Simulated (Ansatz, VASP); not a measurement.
## Cross-check of BAs between VASP and Ansatz

Aim: how closely do two programs agree when they are given the same cell, functional and k mesh? The cell is taken from a series of runs on this material, whose earlier steps may have relaxed, scaled, displaced or heated it; both programs get it as it stands.

Calculated with Ansatz 0.2.0; plane waves, with VASP 6.6.1 beside it; zone-centre phonons at LDA.

### Step 1. The structure

The structure is tetragonal, space group I-4m2 (No. 119). Conventional cell: a = 3.480 Å, b = 3.480 Å, c = 4.632 Å, α = 90.00°, β = 90.00°, γ = 90.00°. Nearest to B lie 4 As at 2.09 Å. Nearest to As lie 4 B at 2.09 Å. Farther neighbours are not listed.

As a file:

```xyz
2
Lattice="0.0000 2.4605 2.3158 2.4605 0.0000 2.3158 2.4605 2.4605 0.0000" Properties=species:S:1:pos:R:3 pbc="T T T"
B     0.0000    0.0000    0.0000
As    3.6907    3.6907    3.4737
```

### Step 2. VASP: zone-centre phonons, LDA

Second derivatives magnify differences that forces hide, and they need a tight electronic threshold.

Lines of VASP's logs that name or quote its potential files are left out, and so is its time.

INCAR

```
SYSTEM = BAs
PREC = Accurate
ENCUT = 500
EDIFF = 1E-08
NELM = 120
ISMEAR = 0
SIGMA = 0.01
LREAL = .FALSE.
ALGO = Normal
GGA = CA
NBANDS = 10
LORBIT = 11
LWAVE = .FALSE.
LCHARG = .FALSE.
ISIF = 2
IBRION = 8
LEPSILON = .TRUE.
LASPH = .TRUE.
GGA_COMPAT = .FALSE.
EFERMI = MIDGAP
KPAR = 2
```

POSCAR

```
BAs
1.0
    0.0000000000      2.4604641815      2.3158233247
    2.4604641815      0.0000000000      2.3158233247
    2.4604641815      2.4604641815      0.0000000000
B As
1 1
Direct
    0.0000000000      0.0000000000      0.0000000000
    0.7500000000      0.7500000000      0.7500000000
```

KPOINTS

```
Automatic mesh
0
Gamma
12 12 12
0 0 0
```

PAW data sets: B and As (LDA family, release 64).

Started as:

```bash
mpirun -np 2 vasp_std
```

Numbers of over 12 decimals in the logs are rounded to 6 here.

Log:

```text
[banner, memory and clock lines left out]
running    2 mpi-ranks, on    1 nodes
 distrk:  each k-point on    1 cores,    2 groups
 distr:  one band on    1 cores,    1 groups

 POSCAR found type information on POSCAR B As
 POSCAR found :  2 types and       2 ions
 LDA part: xc-table for (Slater(with rela. corr.)+CA(PZ))
 , standard interpolation
 POSCAR, INCAR and KPOINTS ok, starting setup
 FFT: planning ... GRIDC
 FFT: planning ... GRID_SOFT
 FFT: planning ... GRID
 WAVECAR not read
 entering main loop
       N       E                     dE             d eps       ncg     rms          rms(c)
DAV:   1     0.109697015079E+02    0.10970E+02   -0.37007E+03  3268   0.677E+02
DAV:   2    -0.128676339257E+02   -0.23837E+02   -0.22789E+02  4586   0.105E+02
DAV:   3    -0.135128862831E+02   -0.64525E+00   -0.64446E+00  3886   0.175E+01
DAV:   4    -0.135146911664E+02   -0.18049E-02   -0.18048E-02  3960   0.105E+00
DAV:   5    -0.135146943286E+02   -0.31622E-05   -0.31622E-05  3836   0.435E-02    0.479E+00
DAV:   6    -0.129400499083E+02    0.57464E+00   -0.16486E+00  3500   0.544E+00    0.227E+00
DAV:   7    -0.128688879058E+02    0.71162E-01   -0.16914E-01  3938   0.223E+00    0.871E-01
DAV:   8    -0.128561914595E+02    0.12696E-01   -0.23469E-02  3558   0.840E-01    0.981E-02
DAV:   9    -0.128562088140E+02   -0.17354E-04   -0.72628E-04  3734   0.175E-01    0.535E-02
DAV:  10    -0.128562159230E+02   -0.71090E-05   -0.86564E-05  3528   0.561E-02    0.131E-02
DAV:  11    -0.128562172187E+02   -0.12957E-05   -0.14180E-06  3946   0.899E-03    0.114E-02
DAV:  12    -0.128562170626E+02    0.15604E-06   -0.84984E-07  3614   0.403E-03    0.258E-03
DAV:  13    -0.128562170650E+02   -0.23583E-08   -0.32952E-08  3766   0.130E-03
   1 F= -.12856217E+02 E0= -.12856217E+02  d E =-.205265E-98
 Linear response reoptimize wavefunctions to high precision
DAV:   1    -0.128562170644E+02    0.57599E-09   -0.53468E-09  3608   0.339E-04
DAV:   2    -0.128562170644E+02   -0.17735E-10   -0.14001E-10  2006   0.972E-05
 Linear response G [H, r] |phi>, progress :
  Direction:   1
       N       E                     dE             d eps       ncg     rms
RMM:   1    -0.435638299199E+02   -0.43564E+02   -0.32613E+01  8347   0.451E+01
RMM:   2    -0.344361518479E+02    0.91277E+01   -0.26641E+00  5350   0.109E+01
RMM:   3    -0.344523268516E+02   -0.16175E-01   -0.43286E-03  5619   0.941E-01
RMM:   4    -0.344544056928E+02   -0.20788E-02    0.16751E-03  5775   0.106E-01
RMM:   5    -0.344545850577E+02   -0.17936E-03    0.18631E-04  5759   0.131E-02
RMM:   6    -0.344545996424E+02   -0.14585E-04    0.46437E-05  5785   0.203E-03
RMM:   7    -0.344546007245E+02   -0.10821E-05    0.35865E-05  5277   0.518E-04
RMM:   8    -0.344546009233E+02   -0.19887E-06    0.34938E-05  4755   0.326E-04
RMM:   9    -0.344546013022E+02   -0.37888E-06    0.35773E-05  4338   0.305E-04
RMM:  10    -0.344546018376E+02   -0.53541E-06    0.44030E-05  3819   0.305E-04
RMM:  11    -0.344546017640E+02    0.73671E-07    0.37946E-05  3354   0.305E-04
 Linear response G [H, r] |phi>, progress :
  Direction:   2
       N       E                     dE             d eps       ncg     rms
RMM:   1    -0.365356330630E+02   -0.36536E+02    0.50918E+00  8252   0.429E+01
RMM:   2    -0.301034631268E+02    0.64322E+01   -0.20921E+00  5335   0.986E+00
RMM:   3    -0.301209199743E+02   -0.17457E-01   -0.11847E-03  5685   0.847E-01
RMM:   4    -0.301229173939E+02   -0.19974E-02    0.14958E-03  5801   0.971E-02
RMM:   5    -0.301230848645E+02   -0.16747E-03    0.10371E-04  5832   0.122E-02
RMM:   6    -0.301230983047E+02   -0.13440E-04   -0.24744E-05  5803   0.196E-03
RMM:   7    -0.301230992427E+02   -0.93808E-06   -0.33730E-05  5264   0.541E-04
RMM:   8    -0.301230994125E+02   -0.16977E-06   -0.34227E-05  4759   0.357E-04
RMM:   9    -0.301230997143E+02   -0.30174E-06   -0.32846E-05  4386   0.336E-04
RMM:  10    -0.301231006050E+02   -0.89069E-06   -0.30626E-05  3939   0.336E-04
RMM:  11    -0.301231000523E+02    0.55268E-06   -0.37927E-05  3439   0.337E-04
 Linear response G [H, r] |phi>, progress :
  Direction:   3
       N       E                     dE             d eps       ncg     rms
RMM:   1    -0.387634235001E+02   -0.38763E+02    0.94382E+00  8071   0.446E+01
RMM:   2    -0.322892713000E+02    0.64742E+01   -0.25848E+00  5327   0.105E+01
RMM:   3    -0.322957636276E+02   -0.64923E-02   -0.25831E-02  5640   0.904E-01
RMM:   4    -0.322957415451E+02    0.22082E-04   -0.36431E-04  5759   0.106E-01
RMM:   5    -0.322957399833E+02    0.15617E-05   -0.10621E-05  5742   0.130E-02
RMM:   6    -0.322957397452E+02    0.23818E-06   -0.14935E-06  5717   0.203E-03
RMM:   7    -0.322957397136E+02    0.31590E-07   -0.10467E-06  5168   0.459E-04
RMM:   8    -0.322957397101E+02    0.34539E-08   -0.47586E-07  4633   0.258E-04
RMM:   9    -0.322957397202E+02   -0.10094E-07   -0.64866E-07  4180   0.234E-04
RMM:  10    -0.322957397330E+02   -0.12798E-07    0.38606E-07  3690   0.234E-04
[...]
RMM:   3    -0.647382310504E+00   -0.28213E-04   -0.41387E-05  5568   0.278E-02
RMM:   4    -0.647382591679E+00   -0.28117E-06   -0.31886E-07  5625   0.247E-03
RMM:   5    -0.647382593227E+00   -0.15484E-08   -0.25804E-09  5160   0.252E-04
 change of polarisation eV/A/(eV/A) component  2 :     0.545     1.295    -0.317
[...]
change of polarisation eV/A/(eV/A) component  2 :     0.267     1.447     0.018
 dielectric tensor                  component  2 :     1.722    10.341     0.117
 Linear response to external field, progress :
  Direction:   3
       N       E                     dE             d eps       ncg     rms          rms(c)
RMM:   1    -0.658577261387E+00   -0.65858E+00   -0.29557E+00 12625   0.299E+00
RMM:   2    -0.676825047906E+00   -0.18248E-01   -0.73247E-03  9255   0.428E-01    0.126E+00
RMM:   3    -0.662252800230E+00    0.14572E-01   -0.62497E-03  9465   0.449E-01    0.725E-01
RMM:   4    -0.685498610933E+00   -0.23246E-01   -0.82557E-03  9271   0.534E-01    0.742E-02
RMM:   5    -0.689017015618E+00   -0.35184E-02   -0.13828E-04  9534   0.737E-02    0.940E-03
RMM:   6    -0.689159054289E+00   -0.14204E-03   -0.10089E-06  9731   0.737E-03    0.478E-03
RMM:   7    -0.689236944895E+00   -0.77891E-04   -0.18710E-07  9679   0.315E-03    0.323E-04
RMM:   8    -0.689246657820E+00   -0.97129E-05   -0.36740E-09  9981   0.337E-04    0.122E-04
RMM:   9    -0.689243237744E+00    0.34201E-05    0.15090E-10  8868   0.110E-04    0.287E-05
RMM:  10    -0.689243469659E+00   -0.23192E-06   -0.72500E-10  5464   0.287E-05    0.434E-06
 change of polarisation eV/A/(eV/A) component  3 :     0.478     0.110     1.291
 dielectric tensor                  component  3 :     3.087     0.711     9.334
 Linear response DOF=           4
 Linear response progress:
  Degree of freedom:   1/  4
       N       E                     dE             d eps       ncg     rms          rms(c)
RMM:   1    -0.427482947520E-01   -0.42748E-01    0.30968E-03 22898   0.109E+00
RMM:   2    -0.398051601747E-01    0.29431E-02   -0.11758E-03 14973   0.221E-01    0.950E-02
RMM:   3    -0.398573599165E-01   -0.52200E-04   -0.12195E-04 15910   0.626E-02    0.503E-02
RMM:   4    -0.401101761472E-01   -0.25282E-03   -0.10874E-04 15566   0.577E-02    0.731E-03
RMM:   5    -0.400849523002E-01    0.25224E-04   -0.66267E-07 16494   0.665E-03    0.632E-04
RMM:   6    -0.400825996742E-01    0.23526E-05   -0.46273E-09 16384   0.504E-04    0.268E-04
RMM:   7    -0.400820962868E-01    0.50339E-06   -0.72348E-10 16655   0.214E-04    0.419E-05
RMM:   8    -0.400822161930E-01   -0.11991E-06    0.91825E-10 16849   0.431E-05    0.114E-05
RMM:   9    -0.400821750531E-01    0.41140E-07    0.13263E-09 17341   0.241E-05    0.184E-06
RMM:  10    -0.400821760165E-01   -0.96341E-09    0.10901E-09 15596   0.149E-05    0.367E-07
 first order change of Fermi-energy   0.14251E-04
 force on displaced ion       1 direction 1 : -15.115  -0.000  -0.000
 Born effective charge ion    1 direction 1 :  -0.370   0.000   0.000
 Linear response progress:
  Degree of freedom:   2/  4
       N       E                     dE             d eps       ncg     rms          rms(c)
RMM:   1    -0.421171350023E-01   -0.42117E-01    0.90127E-04 12993   0.106E+00
RMM:   2    -0.396511330833E-01    0.24660E-02   -0.10322E-03  8758   0.207E-01    0.908E-02
RMM:   3    -0.396997908169E-01   -0.48658E-04   -0.10518E-04  9228   0.585E-02    0.480E-02
RMM:   4    -0.399298923067E-01   -0.23010E-03   -0.89816E-05  9114   0.530E-02    0.766E-03
RMM:   5    -0.399081266209E-01    0.21766E-04   -0.72021E-07  9567   0.671E-03    0.686E-04
RMM:   6    -0.399054138976E-01    0.27127E-05   -0.68671E-09  9535   0.581E-04    0.256E-04
RMM:   7    -0.399044708981E-01    0.94300E-06   -0.26972E-09  9697   0.290E-04    0.474E-05
RMM:   8    -0.399045596320E-01   -0.88734E-07   -0.13362E-10  9848   0.483E-05    0.108E-05
RMM:   9    -0.399045191849E-01    0.40447E-07    0.36070E-11 10130   0.220E-05    0.195E-06
RMM:  10    -0.399045211730E-01   -0.19881E-08    0.37010E-10  9071   0.139E-05    0.655E-07
 first order change of Fermi-energy   0.42831E-03
 force on displaced ion       1 direction 3 :   0.000   0.000 -15.425
 Born effective charge ion    1 direction 3 :   0.000   0.000  -0.466
 Linear response progress:
  Degree of freedom:   3/  4
       N       E                     dE             d eps       ncg     rms          rms(c)
RMM:   1    -0.405633343417E-01   -0.40563E-01    0.33371E-02 23398   0.116E+00
RMM:   2    -0.382284551195E-01    0.23349E-02   -0.97965E-04 15120   0.222E-01    0.974E-02
RMM:   3    -0.381026195103E-01    0.12584E-03   -0.17032E-05 16277   0.277E-02    0.568E-02
RMM:   4    -0.381180144721E-01   -0.15395E-04   -0.20251E-05 16094   0.303E-02    0.320E-03
RMM:   5    -0.381135140816E-01    0.45004E-05   -0.62627E-08 16784   0.284E-03    0.827E-04
RMM:   6    -0.381104630039E-01    0.30511E-05   -0.78849E-09 16691   0.493E-04    0.152E-04
RMM:   7    -0.381095675923E-01    0.89541E-06   -0.90563E-09 17159   0.119E-04    0.380E-05
RMM:   8    -0.381095126131E-01    0.54979E-07   -0.80560E-09 17310   0.308E-05    0.164E-05
RMM:   9    -0.381095506212E-01   -0.38008E-07   -0.10297E-08 17652   0.203E-05    0.656E-07
RMM:  10    -0.381095536803E-01   -0.30591E-08   -0.87991E-09 12619   0.148E-05    0.301E-07
 first order change of Fermi-energy   0.43588E-04
 force on displaced ion       2 direction 1 : -15.109   0.000  -0.000
 Born effective charge ion    2 direction 1 :   0.364   0.000   0.000
 Linear response progress:
  Degree of freedom:   4/  4
       N       E                     dE             d eps       ncg     rms          rms(c)
RMM:   1    -0.393939562001E-01   -0.39394E-01    0.34520E-02 13347   0.113E+00
RMM:   2    -0.378777812397E-01    0.15162E-02   -0.86651E-04  8945   0.209E-01    0.902E-02
RMM:   3    -0.377291212421E-01    0.14866E-03   -0.19977E-05  9547   0.278E-02    0.529E-02
RMM:   4    -0.377010029076E-01    0.28118E-04   -0.24911E-05  9371   0.311E-02    0.316E-03
RMM:   5    -0.377019059014E-01   -0.90299E-06   -0.21229E-07  9732   0.327E-03    0.708E-04
RMM:   6    -0.377007191530E-01    0.11867E-05   -0.72323E-09  9562   0.536E-04    0.191E-04
RMM:   7    -0.376993307433E-01    0.13884E-05   -0.84377E-10  9947   0.160E-04    0.273E-05
RMM:   8    -0.376991931689E-01    0.13757E-06   -0.89536E-10 10046   0.380E-05    0.103E-05
RMM:   9    -0.376992359021E-01   -0.42733E-07   -0.18724E-09 10092   0.208E-05    0.924E-07
RMM:  10    -0.376992355118E-01    0.39033E-09   -0.13532E-09  8250   0.168E-05    0.197E-07
 first order change of Fermi-energy   0.25572E-03
 force on displaced ion       2 direction 3 :   0.000   0.000 -15.424
 Born effective charge ion    2 direction 3 :   0.000   0.000   0.460
 Born effective charges drift removed
 Linear response finished
```

Parts of OUTCAR (step 2):

```text
ion  position               nearest neighbor table
   1  0.000  0.000  0.000-   2 2.09   2 2.09   2 2.09   2 2.09
   2  0.750  0.750  0.750-   1 2.09   1 2.09   1 2.09   1 2.09

  LATTYP: Found a body centered tetragonal cell.
 ALAT       =     3.4796218152
 C/A-ratio  =     1.3310775985

 Subroutine GETGRP returns: Found  8 space group operations
 (whereof  8 operations were pure point group operations)

The static configuration has the point symmetry D_2d.

 Found    163 irreducible k-points:

   k-points           NKPTS =    163   k-points in BZ     NKDIM =    163   number of bands    NBANDS=     10

   dimension x,y,z NGX =    28 NGY =   28 NGZ =   28
   dimension x,y,z NGXF=    56 NGYF=   56 NGZF=   56

   ENCUT  =  500.0 eV  36.75 Ry    6.06 a.u.   6.16  6.16  6.34*2*pi/ulx,y,z

   NELECT =       8.0000    total number of electrons

 k-points in reciprocal lattice and weights: Automatic mesh
   0.00000000  0.00000000  0.00000000       0.001
   0.08333333  0.00000000  0.00000000       0.005
   0.16666667  0.00000000  0.00000000       0.005
   0.25000000  0.00000000  0.00000000       0.005
   0.33333333 -0.00000000  0.00000000       0.005
   0.41666667  0.00000000  0.00000000       0.005
   0.50000000  0.00000000  0.00000000       0.002
   0.08333333  0.08333333  0.00000000       0.001
   0.16666667  0.08333333  0.00000000       0.005
[...]
-0.33333333  0.16666667  0.50000000       0.002
  -0.25000000  0.25000000  0.50000000       0.001

 average (electrostatic) potential at core
       1 -32.3186       2 -52.2868

  Total       -1.8258048     -1.8258048      0.1253846      0.0000000     -0.0000000      0.0000000
  in kB     -104.3266883   -104.3266883      7.1644913      0.0000000     -0.0000000      0.0000000
  external PRESSURE =     -67.1629617 kB  Pullay stress =       0.0000000 kB

  energy-cutoff  :      500.00
  volume of cell :       28.04
      direct lattice vectors                 reciprocal lattice vectors
     0.000000000  2.460464181  2.315823325    -0.203213688  0.203213688  0.215905935
     2.460464181  0.000000000  2.315823325     0.203213688 -0.203213688  0.215905935
     2.460464181  2.460464181  0.000000000     0.203213688  0.203213688 -0.215905935

 POSITION                                       TOTAL-FORCE (eV/Angst)
 -----------------------------------------------------------------------------------
      0.00000      0.00000      0.00000        -0.000000     -0.000000      0.000000
      3.69070      3.69070      3.47373         0.000000      0.000000     -0.000000
 -----------------------------------------------------------------------------------
    total drift:                                0.000000      0.000000      0.000000

 MACROSCOPIC STATIC DIELECTRIC TENSOR (including local field effects in DFT)
 ------------------------------------------------------
          10.340846     0.000000     0.000000
          -0.000000    10.340846     0.000000
          -0.000000    -0.000000     9.333577
 ------------------------------------------------------

 PIEZOELECTRIC TENSOR (including local field effects)  for field in x, y, z        (C/m^2)
          XX          YY          ZZ          XY          YZ          ZX
  --------------------------------------------------------------------------------
  x    -0.00000     0.00000     0.00000     0.00000    -0.02349     0.00000
  y    -0.00000     0.00000     0.00000     0.00000     0.00000    -0.02349
  z     0.00000     0.00000     0.00000    -0.08371     0.00000     0.00000

 BORN EFFECTIVE CHARGES (including local field effects) (in |e|, cummulative output)
 ---------------------------------------------------------------------------------
 ion    1
    1    -0.36556     0.00000     0.00000
    2     0.00000    -0.36556     0.00000
    3     0.00000     0.00000    -0.46294
 ion    2
    1     0.36556     0.00000     0.00000
    2     0.00000     0.36556    -0.00000
    3     0.00000     0.00000     0.46294

 Eigenvectors and eigenvalues of the dynamical matrix
 ----------------------------------------------------

   1 f  =   19.975373 THz   125.508971 2PiTHz  666.306724 cm-1    82.611468 meV
             X         Y         Z           dx          dy          dz
      0.000000  0.000000  0.000000     0.000000   -0.000000   -0.934831
      3.690696  3.690696  3.473735     0.000000    0.000000    0.355094

   2 f  =   19.773639 THz   124.241437 2PiTHz  659.577597 cm-1    81.777163 meV
             X         Y         Z           dx          dy          dz
      0.000000  0.000000  0.000000     0.000000    0.934850   -0.000000
      3.690696  3.690696  3.473735     0.000000   -0.355043    0.000000

   3 f  =   19.773639 THz   124.241437 2PiTHz  659.577597 cm-1    81.777163 meV
             X         Y         Z           dx          dy          dz
      0.000000  0.000000  0.000000    -0.934850    0.000000    0.000000
      3.690696  3.690696  3.473735     0.355043    0.000000    0.000000

   4 f/i=    0.000268 THz     0.001686 2PiTHz    0.008953 cm-1     0.001110 meV
             X         Y         Z           dx          dy          dz
      0.000000  0.000000  0.000000     0.000000    0.000000    0.355094
      3.690696  3.690696  3.473735     0.000000    0.000000    0.934831

   5 f/i=    0.001350 THz     0.008481 2PiTHz    0.045025 cm-1     0.005582 meV
             X         Y         Z           dx          dy          dz
      0.000000  0.000000  0.000000     0.000000    0.355043   -0.000000
      3.690696  3.690696  3.473735     0.000000    0.934850   -0.000000

   6 f/i=    0.001350 THz     0.008481 2PiTHz    0.045025 cm-1     0.005582 meV
             X         Y         Z           dx          dy          dz
      0.000000  0.000000  0.000000    -0.355043    0.000000    0.000000
      3.690696  3.690696  3.473735    -0.934850    0.000000    0.000000

 MACROSCOPIC STATIC DIELECTRIC TENSOR IONIC CONTRIBUTION
 ------------------------------------------------------
           0.057067     0.000000    -0.000000
           0.000000     0.057067    -0.000000
          -0.000000    -0.000000     0.089671
 ------------------------------------------------------

 ELASTIC MODULI CONTR FROM IONIC RELAXATION (kBar)
 Direction    XX          YY          ZZ          XY          YZ          ZX
 --------------------------------------------------------------------------------
 XX           0.0000      0.0000      0.0000      0.0000      0.0000      0.0000
 YY           0.0000      0.0000      0.0000      0.0000      0.0000      0.0000
 ZZ           0.0000      0.0000      0.0000      0.0000      0.0000      0.0000
 XY           0.0000      0.0000      0.0000   -128.1290      0.0000      0.0000
 YZ           0.0000      0.0000      0.0000      0.0000    -99.1165     -0.0000
 ZX           0.0000      0.0000      0.0000      0.0000     -0.0000    -93.9916
 --------------------------------------------------------------------------------

 PIEZOELECTRIC TENSOR IONIC CONTR  for field in x, y, z        (C/m^2)
          XX          YY          ZZ          XY          YZ          ZX
  --------------------------------------------------------------------------------
  x     0.00000     0.00000     0.00000    -0.00000     0.07077     0.00000
  y     0.00000     0.00000     0.00000    -0.00000     0.00000     0.06891
  z     0.00000     0.00000     0.00000     0.10086    -0.00000    -0.00000
```

Energies printed during the response cycles are not total energies of the cell.

[end of part 1 of 2]

[Lines on the potential files, build, host, timing and source positions are cut from VASP's logs without a mark.]

[Logs are printed without paths, hosts, clocks, repeated set-up lines and the standing remarks that a program may print on its own settings, such as how far it seeks lower states.]

[Hosts, paths, dates, database ids (printed as entryN), source tags and the programs' standing remarks are cut or masked in the printed files.]
